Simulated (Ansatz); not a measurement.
# Ca (Fm-3m) in Ansatz: reference runs

How does Ca come out in PBE? The cell is run as given and disturbed.

Program: Ansatz 0.2.0. These are calculated values, not measurements. Logs are shortened: lines on timing, memory, paths and dates and some standing lists are left out, and cuts for length are marked.

## 1. The crystal as given

The structure is cubic, space group Fm-3m (No. 225). Conventional cell: a = 5.588 Å, b = 5.588 Å, c = 5.588 Å, α = 90.00°, β = 90.00°, γ = 90.00°. Ca (site symmetry m-3m) is surrounded by 12 Ca at 3.95 Å.

## 2. Single point, PBE

File input.yaml:

```yaml
crystal:
  lattice:
    - [0.0, 2.7942, 2.7942]
    - [2.7942, 0.0, 2.7942]
    - [2.7942, 2.7942, 0.0]
  atoms:
    - { symbol: Ca, position: [0.0, 0.0, 0.0] }
hamiltonian:
  xc: pbe
  pseudopotentials: { kind: paw }
kpoints:
  mp_grid: { grid: [8, 8, 8] }
scf:
  occupations: { method: fermi_dirac, width: 0.05 }
output:
  forces: true
  stress: true
  eigenvalues: true
```

Potentials or basis: Ansatz PAW.

Launch:

```sh
$ ansatz run input.yaml --threads 1 --pin off --max-ram 2560MiB --backend cpu --events-out ev --progress --plain --runs-dir out
```

The program printed:

```text
Warning: RAYON_NUM_THREADS=1 ignored (pool sized by the plan → 1); use --threads N
Engine: ansatz 0.2.0, x86_64-unknown-linux-gnu
Pseudopotentials: kind: paw
Pseudopotential: Ca, paw, valence charge 10, recommended cutoff 420 eV (normal), Ca.paw.azcp
Functional definition: PBE
  parameter kappa = 0.804
  parameter beta = 0.06672455060314922
  exchange = pbe_x(kappa = kappa, mu = beta*pi^2/3)
  correlation = pbe_c(beta = beta)
Crystal: 1 atoms, lattice volume = 43.632 Å³
Basis set: ecut = 420 eV, 869 PW (Γ), exchange–correlation on 54×54×54 points (8 copies of the dense FFT grid, shifted against one another)
Bands: 9, of which v1, the nominal top of the filled ones, is band 5 counted from 1 (4 counted from 0)
Symmetry: 48 space group operations
Space group: Fm-3m (ITA 225), of the structure as read, at distance tolerance 3.5e-5 Å
k-points: 29 of 512
Non-local potential: Ca, projectors of the file, l = 0: 3, l = 1: 2, l = 2: 2
PAW form: soft (Blöchl's): semilocal exchange-correlation on the pseudo side does not see the compensation charge
PAW one-centre angular grid: Ca, 110 points (default); XC on 64 Gauss nodes
Initial density: superposition of atomic densities (neutral atoms: chi_scale 0, normalization atom), corrected by the library's trained network
Initial wavefunctions: pseudopotential atomic-orbital guess
Functional: x = pbe(κ = 0.804, μ = 0.2195149727645171), c = pbe(β = 0.06672455060314922)
SCF iter   1: F=—  HF=-1816.862650 eV  |F-HF|=—  |Δ(HF+E_count)|=         —  Δρ=6.89e-4  dr2=2.10e-4  ethr=1.77e-3  ⟨swp⟩=5.7  Hψ=2117  notcnv=0
preconditioner: auto → none  [metal: Δε(μ)=0.104 eV  Ē_g=3.473 eV  σ=0.050 eV  W_gap=0.48  n_scr=8 (ndim 8)  ℏωp=8.0 eV  f_vac=0.000  D(μ)=1.52/eV (n_scr^D=14)  sad-step TF]
SCF iter   2: F=—  HF=-1816.862873 eV  |F-HF|=—  |Δ(HF+E_count)|=   2.23e-4  Δρ=3.98e-4  dr2=6.75e-5  ethr=2.10e-6  ⟨swp⟩=2.3  Hψ=634  notcnv=0
SCF iter   3: F=—  HF=-1816.862932 eV  |F-HF|=—  |Δ(HF+E_count)|=   5.93e-5  Δρ=1.05e-4  dr2=9.62e-6  ethr=6.75e-7  ⟨swp⟩=1.9  Hψ=290  notcnv=0
SCF iter   4: F=—  HF=-1816.862928 eV  |F-HF|=—  |Δ(HF+E_count)|=   3.90e-6  Δρ=3.92e-5  dr2=9.07e-7  ethr=9.62e-8  ⟨swp⟩=2.6  Hψ=421  notcnv=0
SCF iter   5: F=—  HF=-1816.862928 eV  |F-HF|=—  |Δ(HF+E_count)|=   1.18e-7  Δρ=1.18e-5  dr2=1.28e-7  ethr=9.07e-9  ⟨swp⟩=2.2  Hψ=389  notcnv=0
SCF iter   6: F=-1816.862928 eV  HF=-1816.862928 eV  |F-HF|=7.67e-9  |Δ(HF+E_count)|=   5.02e-8  Δρ=3.55e-6  dr2=1.15e-8  ethr=1.00e-9  ⟨swp⟩=3.9  Hψ=976  notcnv=0
SCF 1 converged in 6 iterations: F = -1816.862928 eV  dr2 = 1.15e-8
SCF converged after 6 iterations
Free energy (F): -1816.862928 eV
Harris-Foulkes:  -1816.862928 eV  (|F-HF|=7.67e-9)
Internal energy: -1816.850869 eV  (E = F + TS)
E sigma→0 (E₀):  -1816.856898 eV
Entropy (-TS):   -0.012060 eV (-12.060 meV/atom)
Fermi energy:    4.673476 eV
--- Per-component energies (eV) ---
  E_band       = -178.098382
  E_kinetic    = 275.181396
  E_local      = -858.709096  (includes V_loc(G=0)·N_el)
  E_nonlocal   = 63.612024
  E_hartree    = 287.728119
  E_xc         = -135.749245
  E_vxc        = -169.188746  (∫ρ·V_xc dr)
  E_paw        = -858.222732  (= ΣΔE_a)
  E_vpaw       = -64.447154  (= ΣTr[D̂ρ^β])
  E_aug_tail   = -0.000006  (compensation charges beyond the density's cutoff)
  E_ewald      = -590.691329
  E_smearing   = -0.012060  (= −TS)
  E_closure    = -0.000000  (closes the sum)
  Σ components = -1816.862928   (vs F -1816.862928, Δ=0.00e0)
--- Forces (eV/Å), atoms counted from 1 ---
  atom   1  Ca     0.00000000     0.00000000     0.00000000
  max |Σ_I F_I| component: 6.98e-32 eV/Å
--- Stress (GPa, compression-positive) ---
       -0.557859       0.000000       0.000000
       -0.000000      -0.557859       0.000000
        0.000000       0.000000      -0.557859
  P = ⅓ Tr σ = -0.5579 GPa (-5.579 kbar)
--- Band table (eV; the first three rows and the last of 29) ---
  k-point 0: bands = ["-37.3861", "-18.3061", "-18.3061", "-18.3061", "0.7529", "7.0074", "7.0074", "7.0074", "8.0340"]
  k-point 1: bands = ["-37.3844", "-18.3241", "-18.3086", "-18.3086", "1.0106", "6.7419", "7.0944", "7.0944", "7.9655"]
  k-point 2: bands = ["-37.3803", "-18.3673", "-18.3146", "-18.3146", "1.7454", "6.1145", "7.1369", "7.1369", "8.0449"]
  k-point 28: bands = ["-37.3707", "-18.3859", "-18.3859", "-18.3518", "4.9346", "5.3958", "5.3958", "7.1981", "8.8673"]
```

Wall time 0.41 s (1 thread of AMD EPYC 9R45 (Zen 5), shared host); peak memory 0.35 GiB.

Results:

```yaml
Free_energy: -1816.8629 eV
Pressure: -0.6 GPa
Band_gap_on_the_k_mesh: none (metal or under the smearing width)
```

## 3. Single point, PBE (cell strained at random at fixed volume)

File input.yaml:

```yaml
crystal:
  lattice:
    - [0.022609, 2.80956, 2.744768]
    - [2.752495, 0.039623, 2.727754]
    - [2.84984, 2.889889, -0.057721]
  atoms:
    - { symbol: Ca, position: [-0.000727, 0.003239, -0.001058] }
hamiltonian:
  xc: pbe
  pseudopotentials: { kind: paw }
kpoints:
  mp_grid: { grid: [8, 8, 8] }
scf:
  occupations: { method: fermi_dirac, width: 0.05 }
output:
  forces: true
  stress: true
  eigenvalues: true
  write_density: true
  write_potential: true
  elf: true
  volumetric_format: npy
```

Potentials or basis: Ansatz PAW.

Launch:

```sh
$ ansatz run input.yaml --threads 1 --pin off --max-ram 2560MiB --backend cpu --events-out ev --progress --plain --runs-dir out
```

The program printed:

```text
Warning: RAYON_NUM_THREADS=1 ignored (pool sized by the plan → 1); use --threads N
[... 8 set-up lines as earlier in the session ...]
Crystal: 1 atoms, lattice volume = 43.632 Å³
Basis set: ecut = 420 eV, 873 PW (Γ), exchange–correlation on 54×54×60 points (8 copies of the dense FFT grid, shifted against one another)
Bands: 9, of which v1, the nominal top of the filled ones, is band 5 counted from 1 (4 counted from 0)
Symmetry: 2 space group operations
Space group: P-1 (ITA 2), of the structure as read, at distance tolerance 3.5e-5 Å
k-points: 260 of 512
[... 6 set-up lines as earlier in the session ...]
SCF iter   1: F=—  HF=-1816.857278 eV  |F-HF|=—  |Δ(HF+E_count)|=         —  Δρ=8.63e-4  dr2=4.94e-4  ethr=1.77e-3  ⟨swp⟩=6.1  Hψ=19740  notcnv=0
preconditioner: auto → none  [metal: Δε(μ)=0.007 eV  Ē_g=3.471 eV  σ=0.050 eV  W_gap=0.04  n_scr=8 (ndim 8)  ℏωp=8.0 eV  f_vac=0.000  D(μ)=1.37/eV (n_scr^D=14)  sad-step TF]
SCF iter   2: F=—  HF=-1816.857409 eV  |F-HF|=—  |Δ(HF+E_count)|=   1.30e-4  Δρ=5.25e-4  dr2=1.91e-4  ethr=4.94e-6  ⟨swp⟩=2.4  Hψ=5560  notcnv=0
SCF iter   3: F=—  HF=-1816.857450 eV  |F-HF|=—  |Δ(HF+E_count)|=   4.18e-5  Δρ=1.61e-4  dr2=1.98e-5  ethr=1.91e-6  ⟨swp⟩=1.2  Hψ=2416  notcnv=0
SCF iter   4: F=—  HF=-1816.857443 eV  |F-HF|=—  |Δ(HF+E_count)|=   7.44e-6  Δρ=6.12e-5  dr2=2.08e-6  ethr=1.98e-7  ⟨swp⟩=2.6  Hψ=3760  notcnv=0
SCF iter   5: F=—  HF=-1816.857443 eV  |F-HF|=—  |Δ(HF+E_count)|=   3.65e-7  Δρ=2.34e-5  dr2=4.60e-7  ethr=2.08e-8  ⟨swp⟩=2.8  Hψ=3663  notcnv=0
SCF iter   6: F=-1816.857443 eV  HF=-1816.857443 eV  |F-HF|=2.63e-8  |Δ(HF+E_count)|=   1.34e-7  Δρ=7.73e-6  dr2=5.05e-8  ethr=1.00e-9  ⟨swp⟩=5.7  Hψ=11591  notcnv=0
SCF 1 converged in 6 iterations: F = -1816.857443 eV  dr2 = 5.05e-8
SCF converged after 6 iterations
Free energy (F): -1816.857443 eV
Harris-Foulkes:  -1816.857443 eV  (|F-HF|=2.63e-8)
Internal energy: -1816.846489 eV  (E = F + TS)
E sigma→0 (E₀):  -1816.851966 eV
Entropy (-TS):   -0.010954 eV (-10.954 meV/atom)
Fermi energy:    4.684444 eV
--- Per-component energies (eV) ---
  E_band       = -178.120711
  E_kinetic    = 275.191128
  E_local      = -859.039609  (includes V_loc(G=0)·N_el)
  E_nonlocal   = 63.616117
  E_hartree    = 287.878370
  E_xc         = -135.751334
  E_vxc        = -169.191677  (∫ρ·V_xc dr)
  E_paw        = -858.223747  (= ΣΔE_a)
  E_vpaw       = -64.448438  (= ΣTr[D̂ρ^β])
  E_aug_tail   = -0.000006  (compensation charges beyond the density's cutoff)
  E_ewald      = -590.517408
  E_smearing   = -0.010954  (= −TS)
  E_closure    = 0.000000  (closes the sum)
  Σ components = -1816.857443   (vs F -1816.857443, Δ=0.00e0)
--- Forces (eV/Å), atoms counted from 1 ---
  atom   1  Ca     0.00000000     0.00000000     0.00000000
  max |Σ_I F_I| component: 0.00e0 eV/Å
--- Stress (GPa, compression-positive) ---
       -0.517405      -0.612688       0.408115
       -0.612688      -0.626825       0.259114
        0.408115       0.259114      -0.481109
  P = ⅓ Tr σ = -0.5418 GPa (-5.418 kbar)
--- Band table (eV; the first three rows and the last of 260) ---
  k-point 0: bands = ["-37.3886", "-18.3097", "-18.3078", "-18.3073", "0.7532", "6.8165", "7.0437", "7.1352", "7.9861"]
  k-point 1: bands = ["-37.3873", "-18.3240", "-18.3116", "-18.3092", "0.9957", "6.5831", "7.0852", "7.1950", "7.9631"]
  k-point 2: bands = ["-37.3839", "-18.3625", "-18.3170", "-18.3131", "1.6886", "5.9799", "7.0849", "7.2082", "8.1027"]
  k-point 259: bands = ["-37.3768", "-18.4327", "-18.3309", "-18.3187", "3.7463", "4.5300", "6.7862", "7.0186", "8.5631"]
```

rho_z.tsv:

```text
# z_ang	rho[e/angstrom^3]
# format = ansatz-planar-average/11
# lattice	0.022609000	2.809560000	2.744768000
# lattice	2.752495000	0.039623000	2.727754000
# lattice	2.849840000	2.889889000	-0.057721000
# sites	1
# site	20	0.005883764	-0.004971714	0.006900818
0.000000	6.428490e-1
0.135304	6.217870e-1
0.270607	5.635460e-1
0.405911	4.762393e-1
0.541215	3.742277e-1
0.676518	2.748443e-1
[... 22 lines left out ...]
3.788503	5.682264e-1
3.923807	6.242801e-1
```

Run time: 3 s. Hardware: 1 thread of AMD EPYC 9R45 (Zen 5), shared host; peak memory 0.46 GiB.

Results:

| Item | Value |
| --- | --- |
| Free energy | -1816.8574 eV |
| Pressure | -0.5 GPa |
| Band gap on the k mesh | none (metal or under the smearing width) |

Levels at points of the mesh, in eV from the Fermi level:
| k point | band 1 | band 2 | band 3 | band 4 | band 5 | band 6 | band 7 | band 8 | band 9 |
| --- | --- | --- | --- | --- | --- | --- | --- | --- | --- |
| (0.00, 0.00, 0.00) | -42.07 | -22.99 | -22.99 | -22.99 | -3.93 | 2.13 | 2.36 | 2.45 | 3.30 |
| (0.00, 0.00, -0.50) | -42.06 | -23.10 | -23.01 | -23.00 | -1.09 | -0.31 | 2.20 | 2.33 | 3.93 |
| (0.00, -0.50, 0.00) | -42.06 | -23.13 | -23.02 | -23.01 | -0.85 | -0.04 | 2.03 | 2.32 | 3.95 |
| (0.00, -0.50, -0.50) | -42.06 | -23.11 | -23.04 | -23.03 | -0.38 | 0.62 | 0.96 | 3.96 | 4.15 |
| (-0.50, 0.00, 0.00) | -42.06 | -23.12 | -23.01 | -23.01 | -0.89 | -0.09 | 1.99 | 2.40 | 3.96 |
| (-0.50, 0.00, -0.50) | -42.06 | -23.11 | -23.03 | -23.03 | -0.43 | 0.65 | 0.83 | 3.98 | 4.17 |
| (-0.50, -0.50, 0.00) | -42.06 | -23.11 | -23.04 | -23.04 | -0.36 | 0.60 | 1.04 | 3.99 | 4.16 |
| (-0.50, -0.50, -0.50) | -42.06 | -23.12 | -23.02 | -23.00 | -0.94 | -0.15 | 2.10 | 2.33 | 3.88 |
